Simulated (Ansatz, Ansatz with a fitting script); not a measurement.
# TiO2 (Anatase): converging an RPA energy, part 2 of 3

Aim: see which settings move the RPA energy of TiO2 (Anatase), and what they cost.

Ansatz 0.2.0; EXX+RPA on PBE, plane waves, norm-conserving pseudopotentials.

So far. Step 7 (Response cutoff, 3×3×3 mesh, cutoffs to 240 eV, 603 …): Extrapolated from these cutoffs, the correlation energy is -15.05 eV per atom (fit error 0.12); such a limit moves with the range of cutoffs.

### 8. Bands, 3×3×3 mesh, cutoffs to 160 eV, 28 empty bands

File input.yaml:

```yaml
crystal:
  lattice:
    - [-1.8921, 1.8921, 4.7573]
    - [1.8921, -1.8921, 4.7573]
    - [1.8921, 1.8921, -4.7573]
  atoms:
    - { symbol: Ti, position: [0.0, 0.0, 0.0] }
    - { symbol: Ti, position: [0.75, 0.25, 0.5] }
    - { symbol: O, position: [0.2081, 0.2081, 0.0] }
    - { symbol: O, position: [0.9581, 0.4581, 0.5] }
    - { symbol: O, position: [0.5419, 0.0419, 0.5] }
    - { symbol: O, position: [0.7919, 0.7919, 0.0] }
kpoints:
  mp_grid: { grid: [3, 3, 3] }
hamiltonian:
  xc: pbe
  pseudopotentials: { kind: nc }
scf:
  occupations: { method: fixed }
  lower_state_search: "off"
  convergence: { dr2_threshold: 1.0e-09 }
output:
  rpa_energy:
    ecut_chi_ladder: [96, 112, 128, 144, 160]
    long_wavelength: optical_limit
    n_empty_bands: 28
basis:
  ecutwfc: 1240.0
  xc_grid: 3
```

Started as:

```console
$ ansatz run input.yaml --threads 8 --pin off --max-ram 18432MiB --backend cpu --events-out ev --progress --plain --runs-dir out
```

Numbers of over 12 decimals in the logs are rounded to 6 here.

The log of the run:

```text
[...]
Crystal: 6 atoms, lattice volume = 68.125 Å³
Basis set: ecut = 1240 eV, 6747 PW (Γ), exchange–correlation on 192×192×192 points (27 copies of the dense FFT grid, shifted against one another)
Bands: 30, of which v1, the nominal top of the filled ones, is band 24 counted from 1 (23 counted from 0)
Symmetry: 16 space group operations
[...]
k-points: 6 of 27
[...]
( 0.0000,  0.3333,  0.0000)    0.59563     0.057727           0.048397   0.028931
    ( 0.0000,  0.0000,  0.3333)    0.78271     0.094351           0.077306   0.049151
    ( 0.3333,  0.6667, -0.6667)    0.86163     0.110717           0.089370   0.058720
    ( 0.0000, -0.6667,  0.3333)    0.89803     0.120128           0.096782   0.063731
  core–valence xc dropped  : E_EXX =     -4830.846657 eV   E_EXX+RPA =     -4913.645238 eV
  core–valence xc semilocal: E_EXX =     -5036.867591 eV   E_EXX+RPA =     -5119.666172 eV
[key lines of the parts left out:]
SCF converged after 11 iterations
Free energy (F): -5102.063386 eV
Fermi energy:    7.199621 eV
```

Wall time 1.7 min (8 threads of Arm Neoverse N1, shared host); peak memory 0.92 GiB; 12 min of CPU time.

Numbers from this step:

```yaml
exact_exchange_energy: -716.2543 eV
rpa_correlation_energy: -82.7986 eV
```

Extrapolated from these cutoffs, the correlation energy is -13.80 eV per atom (fit error 0.19); such a limit moves with the range of cutoffs.

### 9. Bands, 3×3×3 mesh, cutoffs to 160 eV, 29 empty bands, volume +5 %

Edit input.yaml of step 8 so:

```diff
@@ -2,5 +2,5 @@
   lattice:
-    - [-1.8921, 1.8921, 4.7573]
-    - [1.8921, -1.8921, 4.7573]
-    - [1.8921, 1.8921, -4.7573]
+    - [-1.9231235467, 1.9231235467, 4.8353023883]
+    - [1.9231235467, -1.9231235467, 4.8353023883]
+    - [1.9231235467, 1.9231235467, -4.8353023883]
   atoms:
@@ -25,3 +25,3 @@
     long_wavelength: optical_limit
-    n_empty_bands: 28
+    n_empty_bands: 29
 basis:
```

The log of the run:

```text
[...]
Crystal: 6 atoms, lattice volume = 71.532 Å³
Basis set: ecut = 1240 eV, 7075 PW (Γ), exchange–correlation on 192×192×192 points (27 copies of the dense FFT grid, shifted against one another)
Bands: 30, of which v1, the nominal top of the filled ones, is band 24 counted from 1 (23 counted from 0)
Symmetry: 16 space group operations
[...]
k-points: 6 of 27
[...]
( 0.0000,  0.3333,  0.0000)    0.58602     0.057109           0.048115   0.028520
    ( 0.0000,  0.0000,  0.3333)    0.77008     0.093344           0.076963   0.048447
    ( 0.3333,  0.6667, -0.6667)    0.84773     0.109747           0.089312   0.057904
    ( 0.0000, -0.6667,  0.3333)    0.88354     0.118996           0.096618   0.062832
  core–valence xc dropped  : E_EXX =     -4830.609698 eV   E_EXX+RPA =     -4913.710635 eV
  core–valence xc semilocal: E_EXX =     -5036.551682 eV   E_EXX+RPA =     -5119.652619 eV
[key lines of the parts left out:]
SCF converged after 11 iterations
Free energy (F): -5102.056806 eV
Fermi energy:    6.591100 eV
```

Run time: 1.8 min. Hardware: 8 threads; peak memory 0.92 GiB; 13 min of CPU time.

This step gave:

```yaml
exact_exchange_energy: -713.2112 eV
rpa_correlation_energy: -83.1009 eV
```

Extrapolated from these cutoffs, the correlation energy is -13.85 eV per atom (fit error 0.18); such a limit moves with the range of cutoffs.

### 10. Bands, 3×3×3 mesh, cutoffs to 160 eV, 94 empty bands

Edit input.yaml of step 9 so:

```diff
@@ -2,5 +2,5 @@
   lattice:
-    - [-1.9231235467, 1.9231235467, 4.8353023883]
-    - [1.9231235467, -1.9231235467, 4.8353023883]
-    - [1.9231235467, 1.9231235467, -4.8353023883]
+    - [-1.8921, 1.8921, 4.7573]
+    - [1.8921, -1.8921, 4.7573]
+    - [1.8921, 1.8921, -4.7573]
   atoms:
@@ -25,3 +25,3 @@
     long_wavelength: optical_limit
-    n_empty_bands: 29
+    n_empty_bands: 94
 basis:
```

The log of the run:

```text
[...]
Crystal: 6 atoms, lattice volume = 68.125 Å³
Basis set: ecut = 1240 eV, 6747 PW (Γ), exchange–correlation on 192×192×192 points (27 copies of the dense FFT grid, shifted against one another)
Bands: 30, of which v1, the nominal top of the filled ones, is band 24 counted from 1 (23 counted from 0)
Symmetry: 16 space group operations
[...]
k-points: 6 of 27
[...]
( 0.0000,  0.3333,  0.0000)    0.59563     0.057727           0.055389   0.029032
    ( 0.0000,  0.0000,  0.3333)    0.78271     0.094351           0.090220   0.049329
    ( 0.3333,  0.6667, -0.6667)    0.86163     0.110717           0.105663   0.058932
    ( 0.0000, -0.6667,  0.3333)    0.89803     0.120128           0.114589   0.063966
  core–valence xc dropped  : E_EXX =     -4830.846657 eV   E_EXX+RPA =     -4912.480130 eV
  core–valence xc semilocal: E_EXX =     -5036.867591 eV   E_EXX+RPA =     -5118.501064 eV
[key lines of the parts left out:]
SCF converged after 11 iterations
Free energy (F): -5102.063386 eV
Fermi energy:    7.199621 eV
```

Elapsed: 2 min, on 8 threads; peak memory 1.1 GiB.

Numbers from this step:

```
exact exchange energy  : -716.2543 eV
RPA correlation energy : -81.6335 eV
```

Extrapolated from these cutoffs, the correlation energy is -13.61 eV per atom (fit error 0.19); such a limit moves with the range of cutoffs.

### 11. Bands, 3×3×3 mesh, cutoffs to 160 eV, 99 empty bands, volume +5 %

Edit input.yaml of step 10 so:

```diff
@@ -2,5 +2,5 @@
   lattice:
-    - [-1.8921, 1.8921, 4.7573]
-    - [1.8921, -1.8921, 4.7573]
-    - [1.8921, 1.8921, -4.7573]
+    - [-1.9231235467, 1.9231235467, 4.8353023883]
+    - [1.9231235467, -1.9231235467, 4.8353023883]
+    - [1.9231235467, 1.9231235467, -4.8353023883]
   atoms:
@@ -25,3 +25,3 @@
     long_wavelength: optical_limit
-    n_empty_bands: 94
+    n_empty_bands: 99
 basis:
```

The log of the run:

```text
[...]
Crystal: 6 atoms, lattice volume = 71.532 Å³
Basis set: ecut = 1240 eV, 7075 PW (Γ), exchange–correlation on 192×192×192 points (27 copies of the dense FFT grid, shifted against one another)
Bands: 30, of which v1, the nominal top of the filled ones, is band 24 counted from 1 (23 counted from 0)
Symmetry: 16 space group operations
[...]
k-points: 6 of 27
[...]
( 0.0000,  0.3333,  0.0000)    0.58602     0.057109           0.054867   0.028615
    ( 0.0000,  0.0000,  0.3333)    0.77008     0.093344           0.089390   0.048617
    ( 0.3333,  0.6667, -0.6667)    0.84773     0.109747           0.104932   0.058103
    ( 0.0000, -0.6667,  0.3333)    0.88354     0.118996           0.113725   0.063054
  core–valence xc dropped  : E_EXX =     -4830.609698 eV   E_EXX+RPA =     -4912.559096 eV
  core–valence xc semilocal: E_EXX =     -5036.551682 eV   E_EXX+RPA =     -5118.501080 eV
[key lines of the parts left out:]
SCF converged after 11 iterations
Free energy (F): -5102.056806 eV
Fermi energy:    6.591100 eV
```

Wall time 2.1 min (8 threads); peak memory 1.2 GiB; 15 min of CPU time.

Numbers from this step:

```yaml
exact_exchange_energy: -713.2112 eV
rpa_correlation_energy: -81.9494 eV
```

Extrapolated from these cutoffs, the correlation energy is -13.66 eV per atom (fit error 0.19); such a limit moves with the range of cutoffs.

### 12. k mesh, 2×2×2 mesh, cutoffs to 160 eV, 313 empty bands

input.yaml, the sections that differ from step 11:

```yaml
crystal:
  lattice:
    - [-1.8921, 1.8921, 4.7573]
    - [1.8921, -1.8921, 4.7573]
    - [1.8921, 1.8921, -4.7573]
  atoms:
    - { symbol: Ti, position: [0.0, 0.0, 0.0] }
    - { symbol: Ti, position: [0.75, 0.25, 0.5] }
    - { symbol: O, position: [0.2081, 0.2081, 0.0] }
    - { symbol: O, position: [0.9581, 0.4581, 0.5] }
    - { symbol: O, position: [0.5419, 0.0419, 0.5] }
    - { symbol: O, position: [0.7919, 0.7919, 0.0] }
kpoints:
  mp_grid: { grid: [2, 2, 2] }
output:
  rpa_energy:
    ecut_chi_ladder: [96, 112, 128, 144, 160]
    long_wavelength: optical_limit
    n_empty_bands: 313
# hamiltonian, scf, basis: as in step 11
```

The log of the run:

```text
[...]
Crystal: 6 atoms, lattice volume = 68.125 Å³
Basis set: ecut = 1240 eV, 6747 PW (Γ), exchange–correlation on 192×192×192 points (27 copies of the dense FFT grid, shifted against one another)
Bands: 30, of which v1, the nominal top of the filled ones, is band 24 counted from 1 (23 counted from 0)
Symmetry: 16 space group operations
[...]
k-points: 4 of 8
[...]
E_c(E_cut→∞)            =       -81.448770 ± 1.217830 eV  (E_cut^-3/2 fit over 5 rungs)
[...]
( 0.5000,  0.5000, -0.5000)    0.66037     0.067755           0.067187   0.035464
    ( 0.0000,  0.5000,  0.0000)    0.89344     0.114229           0.113171   0.062283
    ( 0.0000,  0.0000,  0.5000)    1.17406     0.179405           0.177517   0.103540
  core–valence xc dropped  : E_EXX =     -4831.071264 eV   E_EXX+RPA =     -4912.520034 eV
  core–valence xc semilocal: E_EXX =     -5037.088081 eV   E_EXX+RPA =     -5118.536851 eV
[key lines of the parts left out:]
SCF converged after 11 iterations
Free energy (F): -5102.127003 eV
Fermi energy:    7.275970 eV
```

It took 58 s on 8 threads; peak memory 2.1 GiB.

This step gave:

```
exact exchange energy  : -716.3538 eV
RPA correlation energy : -81.4488 eV
```

Extrapolated from these cutoffs, the correlation energy is -13.57 eV per atom (fit error 0.20); such a limit moves with the range of cutoffs.

### 13. k mesh, 2×2×2 mesh, cutoffs to 160 eV, 328 empty bands, volume +5 %

Edit input.yaml of step 12 so:

```diff
@@ -2,5 +2,5 @@
   lattice:
-    - [-1.8921, 1.8921, 4.7573]
-    - [1.8921, -1.8921, 4.7573]
-    - [1.8921, 1.8921, -4.7573]
+    - [-1.9231235467, 1.9231235467, 4.8353023883]
+    - [1.9231235467, -1.9231235467, 4.8353023883]
+    - [1.9231235467, 1.9231235467, -4.8353023883]
   atoms:
@@ -25,3 +25,3 @@
     long_wavelength: optical_limit
-    n_empty_bands: 313
+    n_empty_bands: 328
 basis:
```

The log of the run:

```text
[...]
Crystal: 6 atoms, lattice volume = 71.532 Å³
Basis set: ecut = 1240 eV, 7075 PW (Γ), exchange–correlation on 192×192×192 points (27 copies of the dense FFT grid, shifted against one another)
Bands: 30, of which v1, the nominal top of the filled ones, is band 24 counted from 1 (23 counted from 0)
Symmetry: 16 space group operations
[...]
k-points: 4 of 8
[...]
E_c(E_cut→∞)            =       -81.692230 ± 1.170288 eV  (E_cut^-3/2 fit over 5 rungs)
[...]
( 0.5000,  0.5000, -0.5000)    0.64972     0.067203           0.066659   0.034976
    ( 0.0000,  0.5000,  0.0000)    0.87903     0.113042           0.112030   0.061388
    ( 0.0000,  0.0000,  0.5000)    1.15512     0.177581           0.175771   0.102048
  core–valence xc dropped  : E_EXX =     -4830.813118 eV   E_EXX+RPA =     -4912.505348 eV
  core–valence xc semilocal: E_EXX =     -5036.751655 eV   E_EXX+RPA =     -5118.443884 eV
[key lines of the parts left out:]
SCF converged after 10 iterations
Free energy (F): -5102.103395 eV
Fermi energy:    6.657857 eV
```

It took 60 s on 8 threads; peak memory 2.2 GiB; 7.2 min of CPU time.

This step gave:

| Quantity | Value |
| --- | --- |
| exact exchange energy | -713.3138 eV |
| RPA correlation energy | -81.6922 eV |

Extrapolated from these cutoffs, the correlation energy is -13.62 eV per atom (fit error 0.20); such a limit moves with the range of cutoffs.

### 14. k mesh, 4×4×4 mesh, cutoffs to 160 eV, 313 empty bands

input.yaml, the sections that differ from step 13:

```yaml
crystal:
  lattice:
    - [-1.8921, 1.8921, 4.7573]
    - [1.8921, -1.8921, 4.7573]
    - [1.8921, 1.8921, -4.7573]
  atoms:
    - { symbol: Ti, position: [0.0, 0.0, 0.0] }
    - { symbol: Ti, position: [0.75, 0.25, 0.5] }
    - { symbol: O, position: [0.2081, 0.2081, 0.0] }
    - { symbol: O, position: [0.9581, 0.4581, 0.5] }
    - { symbol: O, position: [0.5419, 0.0419, 0.5] }
    - { symbol: O, position: [0.7919, 0.7919, 0.0] }
kpoints:
  mp_grid: { grid: [4, 4, 4] }
output:
  rpa_energy:
    ecut_chi_ladder: [96, 112, 128, 144, 160]
    long_wavelength: optical_limit
    n_empty_bands: 313
# hamiltonian, scf, basis: as in step 13
```

The log of the run:

```text
[...]
Crystal: 6 atoms, lattice volume = 68.125 Å³
Basis set: ecut = 1240 eV, 6747 PW (Γ), exchange–correlation on 192×192×192 points (27 copies of the dense FFT grid, shifted against one another)
Bands: 30, of which v1, the nominal top of the filled ones, is band 24 counted from 1 (23 counted from 0)
Symmetry: 16 space group operations
[...]
k-points: 13 of 64
[...]
( 0.0000,  0.0000,  0.2500)    0.58703     0.057204           0.056762   0.028485
    ( 0.2500,  0.5000, -0.5000)    0.64622     0.068097           0.067555   0.034267
    ( 0.5000,  0.5000, -0.5000)    0.66037     0.069432           0.068863   0.035610
    ( 0.0000, -0.5000,  0.2500)    0.67352     0.073762           0.073174   0.037193
  core–valence xc dropped  : E_EXX =     -4830.841085 eV   E_EXX+RPA =     -4912.300431 eV
  core–valence xc semilocal: E_EXX =     -5036.863592 eV   E_EXX+RPA =     -5118.322938 eV
[key lines of the parts left out:]
SCF converged after 12 iterations
Free energy (F): -5102.042156 eV
Fermi energy:    7.268714 eV
```

It took 13 min on 8 threads; peak memory 3.4 GiB.

Numbers from this step:

- exact exchange energy: -716.2642 eV
- RPA correlation energy: -81.4593 eV

Extrapolated from these cutoffs, the correlation energy is -13.58 eV per atom (fit error 0.19); such a limit moves with the range of cutoffs.

### 15. k mesh, 4×4×4 mesh, cutoffs to 160 eV, 328 empty bands, volume +5 %

Edit input.yaml of step 14 so:

```diff
@@ -2,5 +2,5 @@
   lattice:
-    - [-1.8921, 1.8921, 4.7573]
-    - [1.8921, -1.8921, 4.7573]
-    - [1.8921, 1.8921, -4.7573]
+    - [-1.9231235467, 1.9231235467, 4.8353023883]
+    - [1.9231235467, -1.9231235467, 4.8353023883]
+    - [1.9231235467, 1.9231235467, -4.8353023883]
   atoms:
@@ -25,3 +25,3 @@
     long_wavelength: optical_limit
-    n_empty_bands: 313
+    n_empty_bands: 328
 basis:
```

The log of the run:

```text
[...]
Crystal: 6 atoms, lattice volume = 71.532 Å³
Basis set: ecut = 1240 eV, 7075 PW (Γ), exchange–correlation on 192×192×192 points (27 copies of the dense FFT grid, shifted against one another)
Bands: 30, of which v1, the nominal top of the filled ones, is band 24 counted from 1 (23 counted from 0)
Symmetry: 16 space group operations
[...]
k-points: 13 of 64
[...]
( 0.0000,  0.0000,  0.2500)    0.57756     0.056584           0.056157   0.028075
    ( 0.2500,  0.5000, -0.5000)    0.63580     0.067488           0.066967   0.033782
    ( 0.5000,  0.5000, -0.5000)    0.64972     0.068864           0.068319   0.035116
    ( 0.0000, -0.5000,  0.2500)    0.66265     0.073041           0.072474   0.036660
  core–valence xc dropped  : E_EXX =     -4830.605238 eV   E_EXX+RPA =     -4912.281840 eV
  core–valence xc semilocal: E_EXX =     -5036.548642 eV   E_EXX+RPA =     -5118.225244 eV
[key lines of the parts left out:]
SCF converged after 12 iterations
Free energy (F): -5102.038757 eV
Fermi energy:    6.649183 eV
```

Wall time 14 min (8 threads); peak memory 3.6 GiB; 1.8 h of CPU time.

Numbers from this step:

```yaml
exact_exchange_energy: -713.2176 eV
rpa_correlation_energy: -81.6766 eV
```

Extrapolated from these cutoffs, the correlation energy is -13.61 eV per atom (fit error 0.19); such a limit moves with the range of cutoffs.

### 16. Long-wave term, 3×3×3 mesh, cutoffs to 160 eV, 313 empty bands

input.yaml, the sections that differ from step 15:

```yaml
crystal:
  lattice:
    - [-1.8921, 1.8921, 4.7573]
    - [1.8921, -1.8921, 4.7573]
    - [1.8921, 1.8921, -4.7573]
  atoms:
    - { symbol: Ti, position: [0.0, 0.0, 0.0] }
    - { symbol: Ti, position: [0.75, 0.25, 0.5] }
    - { symbol: O, position: [0.2081, 0.2081, 0.0] }
    - { symbol: O, position: [0.9581, 0.4581, 0.5] }
    - { symbol: O, position: [0.5419, 0.0419, 0.5] }
    - { symbol: O, position: [0.7919, 0.7919, 0.0] }
kpoints:
  mp_grid: { grid: [3, 3, 3] }
output:
  rpa_energy:
    ecut_chi_ladder: [96, 112, 128, 144, 160]
    long_wavelength: neglected
    n_empty_bands: 313
# hamiltonian, scf, basis: as in step 15
```

The log of the run:

```text
[...]
Crystal: 6 atoms, lattice volume = 68.125 Å³
Basis set: ecut = 1240 eV, 6747 PW (Γ), exchange–correlation on 192×192×192 points (27 copies of the dense FFT grid, shifted against one another)
Bands: 30, of which v1, the nominal top of the filled ones, is band 24 counted from 1 (23 counted from 0)
Symmetry: 16 space group operations
[...]
k-points: 6 of 27
[...]
( 0.0000,  0.3333,  0.0000)    0.59563     0.057727           0.057270   0.029042
    ( 0.0000,  0.0000,  0.3333)    0.78271     0.094351           0.093550   0.049346
    ( 0.3333,  0.6667, -0.6667)    0.86163     0.110717           0.109736   0.058950
    ( 0.0000, -0.6667,  0.3333)    0.89803     0.120128           0.119059   0.063986
  core–valence xc dropped  : E_EXX =     -4831.292821 eV   E_EXX+RPA =     -4912.484102 eV
  core–valence xc semilocal: E_EXX =     -5037.313755 eV   E_EXX+RPA =     -5118.505036 eV
[key lines of the parts left out:]
SCF converged after 11 iterations
Free energy (F): -5102.063386 eV
Fermi energy:    7.199621 eV
```

It took 3 min on 8 threads; peak memory 2.8 GiB.

Numbers from this step:

```
exact exchange energy  : -716.7005 eV
RPA correlation energy : -81.1913 eV
```

Extrapolated from these cutoffs, the correlation energy is -13.53 eV per atom (fit error 0.19); such a limit moves with the range of cutoffs.

### 17. Long-wave term, 3×3×3 mesh, cutoffs to 160 eV, 328 empty bands, volume +5 %

Edit input.yaml of step 16 so:

```diff
@@ -2,5 +2,5 @@
   lattice:
-    - [-1.8921, 1.8921, 4.7573]
-    - [1.8921, -1.8921, 4.7573]
-    - [1.8921, 1.8921, -4.7573]
+    - [-1.9231235467, 1.9231235467, 4.8353023883]
+    - [1.9231235467, -1.9231235467, 4.8353023883]
+    - [1.9231235467, 1.9231235467, -4.8353023883]
   atoms:
@@ -25,3 +25,3 @@
     long_wavelength: neglected
-    n_empty_bands: 313
+    n_empty_bands: 328
 basis:
```

The log of the run:

```text
[...]
Crystal: 6 atoms, lattice volume = 71.532 Å³
Basis set: ecut = 1240 eV, 7075 PW (Γ), exchange–correlation on 192×192×192 points (27 copies of the dense FFT grid, shifted against one another)
Bands: 30, of which v1, the nominal top of the filled ones, is band 24 counted from 1 (23 counted from 0)
Symmetry: 16 space group operations
[...]
k-points: 6 of 27
[...]
( 0.0000,  0.3333,  0.0000)    0.58602     0.057109           0.056669   0.028626
    ( 0.0000,  0.0000,  0.3333)    0.77008     0.093344           0.092574   0.048632
    ( 0.3333,  0.6667, -0.6667)    0.84773     0.109747           0.108803   0.058122
    ( 0.0000, -0.6667,  0.3333)    0.88354     0.118996           0.117967   0.063074
  core–valence xc dropped  : E_EXX =     -4831.043916 eV   E_EXX+RPA =     -4912.559466 eV
  core–valence xc semilocal: E_EXX =     -5036.985900 eV   E_EXX+RPA =     -5118.501450 eV
[key lines of the parts left out:]
SCF converged after 11 iterations
Free energy (F): -5102.056806 eV
Fermi energy:    6.591100 eV
```

Elapsed: 3.2 min, on 8 threads; peak memory 2.9 GiB.

This step gave:

```yaml
exact_exchange_energy: -713.6454 eV
rpa_correlation_energy: -81.5156 eV
```

Extrapolated from these cutoffs, the correlation energy is -13.59 eV per atom (fit error 0.19); such a limit moves with the range of cutoffs.

(Continued in part 3 of 3.)

[Paths, hosts, dates, memory and timing lines, banners, echoed tables and standing remarks are left out of the program output.]

[Logs are printed without paths, hosts, clocks, repeated set-up lines and the standing remarks that a program may print on its own settings, such as how far it seeks lower states.]

[Runs of the session that timed out or met a known fault of the program may be left out.]

[Hosts, paths, dates, database ids (printed as entryN), source tags and the programs' standing remarks are cut or masked in the printed files.]
